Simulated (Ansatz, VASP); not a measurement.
## Cross-check of ZnS between VASP and Ansatz

Aim: how closely do two programs agree when they are given the same cell, functional and k mesh?

Program: Ansatz 0.2.0. Level of theory: plane waves, with VASP 6.6.1 beside it; single point at LDA and dielectric response at LDA. Results are calculated unless marked as measured.

The database entry behind the starting cell differs from later determinations by our own check (about 0.1 % short), so it need not match the best structure at ambient conditions.

## (1) The starting structure

The structure is cubic, space group F-43m (No. 216). Conventional cell: a = 5.404 Å, b = 5.404 Å, c = 5.404 Å, α = 90.00°, β = 90.00°, γ = 90.00°. Zn has 4 S at 2.34 Å nearest. S has 4 Zn at 2.34 Å nearest. Farther neighbours and most contacts between anions are not listed.

## (2) Ansatz: single point, LDA

Ansatz runs on its default PAW (the set named soft_2) files.

A single point gives forces, pressure and levels at one fixed geometry, so differences don't come from the geometry; what else differs is listed under the comparison.

input.yaml reads:

```yaml
crystal:
  lattice:
    - [0.0, 2.702, 2.702]
    - [2.702, 0.0, 2.702]
    - [2.702, 2.702, 0.0]
  atoms:
    - { symbol: Zn, position: [0.75, 0.75, 0.75] }
    - { symbol: S, position: [0.0, 0.0, 0.0] }
hamiltonian:
  xc: lda
  pseudopotentials: { kind: paw }
kpoints:
  mp_grid: { grid: [8, 8, 8] }
scf:
  occupations: { method: gaussian, width: 0.01 }
  n_extra_bands: 4
output:
  forces: true
  stress: true
  eigenvalues: true
```

Launch:

```sh
> ansatz run input.yaml --threads 2 --pin off --max-ram 4608MiB --backend cpu --events-out ev --progress --plain --runs-dir out
```

Numbers of over 12 decimals in the logs are rounded to 6 here.

What it wrote:

```text
scf.n_extra_bands = 4 over 9 filled bands (N_el = 18.0): the run solves 13 bands
Engine: ansatz 0.2.0, x86_64-unknown-linux-gnu
Pseudopotentials: kind: paw
Pseudopotential: Zn, paw, valence charge 12, recommended cutoff 420 eV (normal), Zn.paw.azcp
Pseudopotential: S, paw, valence charge 6, recommended cutoff 420 eV (normal), S.paw.azcp
Functional definition: SPW92
  exchange = slater_x
  correlation = pw_c
Crystal: 2 atoms, lattice volume = 39.454 Å³
Basis set: ecut = 420 eV, 749 PW (Γ)
Bands: 13, of which v1, the nominal top of the filled ones, is band 9 counted from 1 (8 counted from 0)
Symmetry: 24 space group operations
Space group: F-43m (ITA 216), of the structure as read, at distance tolerance 3.4e-5 Å
k-points: 29 of 512 (time reversal used)
Non-local potential: Zn, projectors of the file, l = 0: 2, l = 1: 2, l = 2: 3, l = 3: 1
Non-local potential: S, projectors of the file, l = 0: 2, l = 1: 2, l = 2: 2
PAW form: soft (Blöchl's): semilocal exchange-correlation on the pseudo side does not see the compensation charge
PAW frozen core: Zn, regenerated for the run's functional, and the local potential with it (the file was generated under x = pbe(κ = 0.804, μ = 0.219515), c = pbe(β = 0.066725))
PAW frozen core: S, regenerated for the run's functional, and the local potential with it (the file was generated under x = pbe(κ = 0.804, μ = 0.219515), c = pbe(β = 0.066725))
PAW one-centre angular grid: Zn, 590 points (default); XC on 64 Gauss nodes
PAW one-centre angular grid: S, 110 points (default); XC on 64 Gauss nodes
Initial density: superposition of atomic densities (neutral atoms: chi_scale 0, normalization atom), corrected by the library's trained network
Initial wavefunctions: pseudopotential atomic-orbital guess
Functional: x = slater, c = lda
SCF iter   1: F=—  HF=-4117.410881 eV  |F-HF|=—  |Δ(HF+E_count)|=         —  Δρ=7.16e-3  dr2=1.97e-2  ethr=1.77e-3  ⟨swp⟩=5.8  Hψ=2326  notcnv=0
preconditioner: auto → none  [insulator: Δε(μ)=1.784 eV  Ē_g=12.116 eV  σ=0.010 eV  W_gap=1.00  n_scr=14 (ndim 8)  ℏωp=25.1 eV  f_vac=0.026  D(μ)=0.00/eV (n_scr^D=0)  ε∞_Penn≈5.3]
SCF iter   2: F=—  HF=-4117.404816 eV  |F-HF|=—  |Δ(HF+E_count)|=   6.06e-3  Δρ=2.38e-3  dr2=1.06e-3  ethr=1.09e-4  ⟨swp⟩=3.0  Hψ=981  notcnv=0
SCF iter   3: F=—  HF=-4117.404518 eV  |F-HF|=—  |Δ(HF+E_count)|=   2.98e-4  Δρ=1.12e-3  dr2=2.31e-4  ethr=5.89e-6  ⟨swp⟩=3.0  Hψ=754  notcnv=0
SCF iter   4: F=—  HF=-4117.404481 eV  |F-HF|=—  |Δ(HF+E_count)|=   3.72e-5  Δρ=3.70e-4  dr2=3.51e-5  ethr=1.28e-6  ⟨swp⟩=2.0  Hψ=560  notcnv=0
SCF iter   5: F=—  HF=-4117.404461 eV  |F-HF|=—  |Δ(HF+E_count)|=   1.95e-5  Δρ=3.36e-5  dr2=4.94e-7  ethr=1.95e-7  ⟨swp⟩=2.0  Hψ=609  notcnv=0
SCF iter   6: F=-4117.404461 eV  HF=-4117.404461 eV  |F-HF|=1.85e-8  |Δ(HF+E_count)|=   1.67e-7  Δρ=9.78e-6  dr2=1.89e-8  ethr=5.56e-10  ⟨swp⟩=5.2  Hψ=1798  notcnv=0
SCF 1 converged in 6 iterations: F = -4117.404461 eV  dr2 = 1.89e-8
  greatest PAW one-centre occupation: 0.984 electrons in one spin orbital (limit 2), on the Zn atom at site 0 (counted from 0), in its partial waves of l = 2
SCF converged after 6 iterations
Free energy (F): -4117.404461 eV
Harris-Foulkes:  -4117.404461 eV  (|F-HF|=1.85e-8)
Internal energy: -4117.404461 eV  (E = F + TS)
E sigma→0 (E₀):  -4117.404461 eV
Fermi energy:    6.435745 eV
--- Per-component energies (eV) ---
  E_band       = -1.751949
  E_kinetic    = 238.578890
  E_local      = -2045.850636  (includes V_loc(G=0)·N_el)
  E_nonlocal   = 646.372560
  E_hartree    = 852.114770
  E_xc         = -231.595740
  E_vxc        = -141.054013  (∫ρ·V_xc dr)
  E_paw        = -2325.354991  (= ΣΔE_a)
  E_vpaw       = -404.032123  (= ΣTr[D̂ρ^β])
  E_aug_tail   = -0.000361  (compensation charges beyond the density's cutoff)
  E_ewald      = -1253.379294
  E_core_change = 1.710339  (= ΣΔE_core)
  E_smearing   = -0.000000  (= −TS)
  E_closure    = 0.000000  (closes the sum)
  Σ components = -4117.404461   (vs F -4117.404461, Δ=0.00e0)
--- Forces (eV/Å), atoms counted from 1 ---
  atom   1  Zn     0.00000000    -0.00000000    -0.00000000
  atom   2  S     -0.00000000     0.00000000    -0.00000000
  max |Σ_I F_I| component: 4.63e-17 eV/Å
--- Stress (GPa, compression-positive) ---
       -4.551332      -0.000000      -0.000000
        0.000000      -4.551332       0.000000
       -0.000000       0.000000      -4.551332
  P = ⅓ Tr σ = -4.5513 GPa (-45.513 kbar)
--- Band table (eV; the first three rows and the last of 29) ---
  k-point 0: bands = [... 5 lower, -0.4950, 5.5068, 5.5068, 5.5068, 7.3646, 11.7272, 11.7272, 11.7272]
  k-point 1: bands = [... 5 lower, -0.4968, 4.3399, 5.3566, 5.3566, 8.2237, 11.6166, 11.9815, 11.9815]
  k-point 2: bands = [... 5 lower, -0.4937, 2.5965, 5.0308, 5.0308, 8.7640, 12.2311, 12.3533, 12.3533]
  k-point 28: bands = [... 5 lower, -0.0850, 0.8286, 2.7056, 2.7344, 11.0254, 11.3975, 13.1640, 13.4962]
```

The job ended after 1.4 s (2 threads of Intel Xeon 6975P-C (Granite Rapids), shared host; peak memory 0.36 GiB; 1.8 s of CPU time).

The run ends at a pressure of -4.55 GPa.

## (3) VASP: single point, LDA

The same cell, functional (in two slightly different forms), mesh and smearing now go to VASP, with its own data sets and cutoff.

Lines of VASP's logs that name or quote its potential files are left out, and so is its time.

INCAR reads:

```
SYSTEM = ZnS
PREC = Accurate
ENCUT = 400
EDIFF = 1E-07
NELM = 100
ISMEAR = 0
SIGMA = 0.01
LREAL = .FALSE.
ALGO = Normal
GGA = CA
NBANDS = 15
LORBIT = 11
LWAVE = .FALSE.
LCHARG = .FALSE.
KPAR = 2
```

POSCAR reads:

```
ZnS
1.0
    0.0000000000      2.7020000000      2.7020000000
    2.7020000000      0.0000000000      2.7020000000
    2.7020000000      2.7020000000      0.0000000000
Zn S
1 1
Direct
    0.7500000000      0.7500000000      0.7500000000
    0.0000000000      0.0000000000      0.0000000000
```

KPOINTS reads:

```
Automatic mesh
0
Gamma
8 8 8
0 0 0
```

The projector-augmented-wave data sets are Zn and S (PBE family, release 64).

Launch:

```sh
> mpirun -np 2 vasp_std
```

What it wrote:

```text
[banner, memory and clock lines left out]
running    2 mpi-ranks, on    1 nodes
 distrk:  each k-point on    1 cores,    2 groups
 distr:  one band on    1 cores,    1 groups

 POSCAR found type information on POSCAR ZnS
 POSCAR found :  2 types and       2 ions
|                                                                             |
|               ----> ADVICE to this user running VASP <----                  |
|                                                                             |
|     You enforced a specific xc type in the INCAR file but a different       |
|     [... a line on the potential file left out ...]
|     I HOPE YOU KNOW WHAT YOU ARE DOING!                                     |
|                                                                             |

 LDA part: xc-table for (Slater(with rela. corr.)+CA(PZ))
 , standard interpolation
 POSCAR, INCAR and KPOINTS ok, starting setup
 FFT: planning ... GRIDC
 FFT: planning ... GRID_SOFT
 FFT: planning ... GRID
 WAVECAR not read
 entering main loop
       N       E                     dE             d eps       ncg     rms          rms(c)
DAV:   1     0.725071396090E+02    0.72507E+02   -0.73966E+03   870   0.118E+03
DAV:   2    -0.408164619156E+01   -0.76589E+02   -0.72499E+02   982   0.233E+02
DAV:   3    -0.859276209079E+01   -0.45111E+01   -0.44922E+01  1101   0.583E+01
DAV:   4    -0.863754567157E+01   -0.44784E-01   -0.44773E-01  1017   0.607E+00
DAV:   5    -0.863806510522E+01   -0.51943E-03   -0.51943E-03  1136   0.614E-01    0.615E+00
DAV:   6    -0.822888350292E+01    0.40918E+00   -0.96821E-01  1220   0.369E+01    0.483E+00
DAV:   7    -0.820996255984E+01    0.18921E-01   -0.24913E-01  1010   0.534E+00    0.236E+00
DAV:   8    -0.820456829485E+01    0.53943E-02   -0.53636E-03  1054   0.817E-01    0.613E-01
DAV:   9    -0.820404791385E+01    0.52038E-03   -0.86607E-04  1068   0.278E-01    0.810E-02
DAV:  10    -0.820407006058E+01   -0.22147E-04   -0.10929E-04  1172   0.135E-01    0.256E-02
DAV:  11    -0.820406751463E+01    0.25459E-05   -0.31188E-05  1087   0.979E-02    0.724E-03
DAV:  12    -0.820406752587E+01   -0.11240E-07   -0.20714E-06  1354   0.291E-02    0.327E-03
DAV:  13    -0.820406745171E+01    0.74164E-07   -0.36082E-07  1024   0.636E-03
   1 F= -.82040675E+01 E0= -.82040675E+01  d E =-.169242E-17
```

OUTCAR, selected parts (step 3):

```text
ion  position               nearest neighbor table
   1  0.750  0.750  0.750-   2 2.34   2 2.34   2 2.34   2 2.34
   2  0.000  0.000  0.000-   1 2.34   1 2.34   1 2.34   1 2.34

  LATTYP: Found a face centered cubic cell.
 ALAT       =     5.4040000000

 Subroutine GETGRP returns: Found 24 space group operations
 (whereof 24 operations were pure point group operations)

The static configuration has the point symmetry T_d .

 Found     29 irreducible k-points:

   k-points           NKPTS =     29   k-points in BZ     NKDIM =     29   number of bands    NBANDS=     15

   dimension x,y,z NGX =    28 NGY =   28 NGZ =   28
   dimension x,y,z NGXF=    56 NGYF=   56 NGZF=   56

   ENCUT  =  400.0 eV  29.40 Ry    5.42 a.u.   6.23  6.23  6.23*2*pi/ulx,y,z

   NELECT =      18.0000    total number of electrons

 k-points in reciprocal lattice and weights: Automatic mesh
   0.00000000  0.00000000  0.00000000       0.002
   0.12500000  0.00000000  0.00000000       0.016
   0.25000000  0.00000000  0.00000000       0.016
   0.37500000  0.00000000  0.00000000       0.016
   0.50000000  0.00000000  0.00000000       0.008
   0.12500000  0.12500000  0.00000000       0.012
   0.25000000  0.12500000  0.00000000       0.047
   0.37500000  0.12500000  0.00000000       0.047
   0.50000000  0.12500000  0.00000000       0.047
[...]
-0.37500000  0.50000000  0.12500000       0.023
  -0.25000000  0.50000000  0.25000000       0.012

 average (electrostatic) potential at core
       1 -35.9384       2 -88.6896

 E-fermi :   1.9047

 k-point     1 :       0.0000    0.0000    0.0000
  band No.  band energies     occupation
    ...
      5      -4.1391      2.00000
      6      -4.1391      2.00000
      7       1.8494      2.00000
      8       1.8494      2.00000
      9       1.8494      2.00000
     10       3.7316      0.00000
     11       8.1147      0.00000
     12       8.1147      0.00000
     13       8.1147      0.00000
     14      13.3523      0.00000
    ...

 k-point     2 :       0.1250    0.0000    0.0000
  band No.  band energies     occupation
    ...
      5      -4.1408      2.00000
      6      -4.1408      2.00000
      7       0.6843      2.00000
      8       1.6987      2.00000
      9       1.6987      2.00000
     10       4.5880      0.00000
     11       8.0006      0.00000
     12       8.3713      0.00000
     13       8.3713      0.00000
     14      12.9924      0.00000
    ...

 k-point     3 :       0.2500    0.0000    0.0000
  band No.  band energies     occupation
    ...
      5      -4.1378      2.00000
      6      -4.1378      2.00000
      7      -1.0608      2.00000
      8       1.3720      2.00000
      9       1.3720      2.00000
     10       5.1288      0.00000
     11       8.6106      0.00000
     12       8.7452      0.00000
     13       8.7452      0.00000
     14      12.7696      0.00000
    ...

  Total       -1.0897170     -1.0897170     -1.0897170      0.0000000      0.0000000     -0.0000000
  in kB      -44.2525478    -44.2525478    -44.2525478      0.0000000      0.0000000     -0.0000000
  external PRESSURE =     -44.2525478 kB  Pullay stress =       0.0000000 kB

  energy-cutoff  :      400.00
  volume of cell :       39.45
      direct lattice vectors                 reciprocal lattice vectors
     0.000000000  2.702000000  2.702000000    -0.185048113  0.185048113  0.185048113
     2.702000000  0.000000000  2.702000000     0.185048113 -0.185048113  0.185048113
     2.702000000  2.702000000  0.000000000     0.185048113  0.185048113 -0.185048113

 POSITION                                       TOTAL-FORCE (eV/Angst)
 -----------------------------------------------------------------------------------
      4.05300      4.05300      4.05300         0.000000      0.000000      0.000000
      0.00000      0.00000      0.00000        -0.000000     -0.000000     -0.000000
 -----------------------------------------------------------------------------------
    total drift:                                0.000000      0.000000      0.000000

  FREE ENERGIE OF THE ION-ELECTRON SYSTEM (eV)
  ---------------------------------------------------
  free  energy   TOTEN  =        -8.2040674517 eV

  energy  without entropy=       -8.2040674517  energy(sigma->0) =       -8.20406745

 total charge
# of ion       s       p       d       tot
------------------------------------------
    1        0.537   0.489   9.803  10.830
    2        1.306   2.392   0.000   3.698
--------------------------------------------------
tot          1.843   2.881   9.803  14.528

[... 3 further parts left out ...]
```

The run ends at a pressure of -4.43 GPa.

## (4) Side by side

Known differences besides the potentials themselves: the two LDA forms differ slightly; the cutoff is 420 eV in Ansatz and 400 eV in VASP; Ansatz makes its cores anew for this functional, VASP keeps those of its PBE data sets; VASP's log shows a relativistic correction to its local exchange, Ansatz's none. Total energies have different zeros and are not compared.

Both answers:

```tsv
quantity	Ansatz	VASP	difference
pressure (GPa)	-4.55	-4.43	-0.13
gap on the k mesh (eV)	1.858	1.882	-0.024
```

A gap on the mesh is an upper bound, since the band edges may lie between its points. Ansatz's pressure holds a Pulay correction of 0.05 GPa; VASP's holds none.

## (5) VASP: dielectric response, LDA

The response to a field tests empty states and converges slowly with the mesh.

INCAR reads:

```
SYSTEM = ZnS
PREC = Accurate
ENCUT = 400
EDIFF = 1E-08
NELM = 100
ISMEAR = 0
SIGMA = 0.01
LREAL = .FALSE.
ALGO = Normal
GGA = CA
NBANDS = 15
LWAVE = .FALSE.
LCHARG = .FALSE.
KPAR = 2
LEPSILON = .TRUE.
```

POSCAR is that of step 3.

KPOINTS is that of step 3.

Launch:

```sh
> mpirun -np 2 vasp_std
```

What it wrote:

```text
[banner, memory and clock lines left out]
running    2 mpi-ranks, on    1 nodes
[...]
[... a notice as in an earlier step ...]

 LDA part: xc-table for (Slater(with rela. corr.)+CA(PZ))
 , standard interpolation
 POSCAR, INCAR and KPOINTS ok, starting setup
[...]
entering main loop
       N       E                     dE             d eps       ncg     rms          rms(c)
[... 12 cycles as in an earlier step ...]
DAV:  13    -0.820406745198E+01    0.73888E-07   -0.36378E-07  1191   0.636E-03    0.720E-04
DAV:  14    -0.820406745583E+01   -0.38451E-08   -0.34230E-08  1038   0.144E-03
   1 F= -.82040675E+01 E0= -.82040675E+01  d E =-.169696E-17
 Linear response reoptimize wavefunctions to high precision
DAV:   1    -0.820406745558E+01    0.25284E-09   -0.72502E-10   771   0.909E-04
DAV:   2    -0.820406745561E+01   -0.34333E-10   -0.41464E-10   547   0.158E-04
 Linear response G [H, r] |phi>, progress :
  Direction:   1
       N       E                     dE             d eps       ncg     rms
[...]
RMM:  11    -0.610219788790E+00   -0.35993E-07   -0.21949E-07  4519   0.162E-04    0.139E-05
RMM:  12    -0.610219038946E+00    0.74984E-06    0.22121E-07  2711   0.702E-05    0.338E-06
 change of polarisation eV/A/(eV/A) component  2 :     0.273     1.158     0.118
 dielectric tensor                  component  2 :     1.254     6.313     0.543
 Linear response to external field, progress :
  Direction:   3
       N       E                     dE             d eps       ncg     rms          rms(c)
RMM:   1    -0.594722076537E+00   -0.59472E+00   -0.24052E+00  3842   0.373E+00
RMM:   2    -0.631878590510E+00   -0.37157E-01   -0.14905E-02  5124   0.813E-01    0.138E+00
RMM:   3    -0.595052045136E+00    0.36827E-01   -0.26254E-02  4940   0.859E-01    0.721E-01
RMM:   4    -0.601688446629E+00   -0.66364E-02   -0.18870E-02  5044   0.725E-01    0.183E-01
[...]
RMM:  10    -0.610219408256E+00   -0.42729E-05   -0.12910E-07  4955   0.386E-04    0.153E-04
RMM:  11    -0.610219701765E+00   -0.29351E-06   -0.72546E-08  4524   0.163E-04    0.144E-05
RMM:  12    -0.610219716042E+00   -0.14277E-07   -0.46505E-08  2754   0.712E-05    0.329E-06
 change of polarisation eV/A/(eV/A) component  3 :     0.215     0.212     1.158
 dielectric tensor                  component  3 :     0.988     0.970     6.313
 Born effective charges drift removed
```

Parts of OUTCAR (step 5):

```text
  Total       -1.0889791     -1.0889791     -1.0889791     -0.0000000      0.0000000      0.0000000
  in kB      -44.2225814    -44.2225814    -44.2225814     -0.0000000      0.0000000      0.0000000
  external PRESSURE =     -44.2225814 kB  Pullay stress =       0.0000000 kB

 MACROSCOPIC STATIC DIELECTRIC TENSOR (including local field effects in DFT)
 ------------------------------------------------------
           6.312832     0.000000     0.000000
           0.000000     6.312832    -0.000000
           0.000000     0.000000     6.312832
 ------------------------------------------------------

[... 3 parts as in an earlier step ...]
```

The dielectric response converges more slowly with the mesh than energies do, so tensor and charges may still move on a finer one.

## (6) Ansatz: dielectric response, LDA

The same cell, functional (in two slightly different forms) and mesh now go to Ansatz, which takes its cutoff from its data sets.

input.yaml, the sections that differ from step 2:

```yaml
scf:
  occupations: { method: fixed }
dielectric:
  method: response
# crystal, hamiltonian, kpoints: as in step 2
# output: removed
```

Launch:

```sh
> ansatz run input.yaml --threads 2 --pin off --max-ram 4608MiB --backend cpu --events-out ev --progress --plain --runs-dir out
```

What it wrote:

```text
[...]
Crystal: 2 atoms, lattice volume = 39.454 Å³
Basis set: ecut = 420 eV, 749 PW (Γ), exchange–correlation on 54×54×54 points (8 copies of the dense FFT grid, shifted against one another)
Bands: 13, of which v1, the nominal top of the filled ones, is band 9 counted from 1 (8 counted from 0)
Symmetry: 24 space group operations
k-points: 95 of 512 (irreducible under 4 space group operations, time reversal used)
[...]
site 0:
         1.98621   -0.00000    0.00000
         0.00000    1.98621    0.00000
        -0.00000    0.00000    1.98621
    site 1:
        -1.98621    0.00000   -0.00000
        -0.00000   -1.98621   -0.00000
         0.00000   -0.00000   -1.98621
  Z* charge neutrality: 4.668e-5 e pre-enforcement
  solved inside a basis spanned on kpoints, on 8×8×8 k-points, its susceptibility summed on 12×12×12: ε∞ is read to err by 1.7e-2, Z* by 1.2e-2 e (field_mesh: kpoints solves on kpoints); Z* is corrected for what the basis lacks
[key lines of the parts left out:]
SCF converged after 8 iterations
Free energy (F): -4117.404461 eV
Fermi energy:    5.506738 eV
```

Run time: 11 s. Hardware: 2 threads; peak memory 0.5 GiB; 21 s of CPU time.

## (7) Side by side

What differs besides the data sets and the points named for the pairs above, as far as they apply: VASP's response is taken on the typed mesh, Ansatz refines its own for the field response alone. Total energies have different zeros and are not compared.

The two programs side by side:

```tsv
quantity	Ansatz	VASP	difference
ε∞ xx	6.23	6.31	-1.34 %
ε∞ yy	6.23	6.31	-1.34 %
ε∞ zz	6.23	6.31	-1.34 %
Born charge of Zn1 (mean of the diagonal) (e)	1.99	2.00	-0.02
Born charge of S2 (mean of the diagonal) (e)	-1.99	-2.00	+0.02
```

## (8) Summary of results

| Item | Value |
| --- | --- |
| difference in gap on the k mesh (single point, LDA) | -0.024 eV |
| difference in ε∞ xx (dielectric response, LDA) | -1.3 % |

In words: The difference in gap on the k mesh is -0.024 eV (single point, LDA), within the 0.08 eV picked in this series as the mark of a large difference. Such differences can come from data sets, numerical settings and the points named under the comparisons, not from the functional's error against experiment.

[Lines on the potential files, build, host, timing and source positions are cut from VASP's logs without a mark.]

[Logs are printed without paths, hosts, clocks, repeated set-up lines and the standing remarks that a program may print on its own settings, such as how far it seeks lower states.]

[Hosts, paths, dates, database ids (printed as entryN), source tags and the programs' standing remarks are cut or masked in the printed files.]
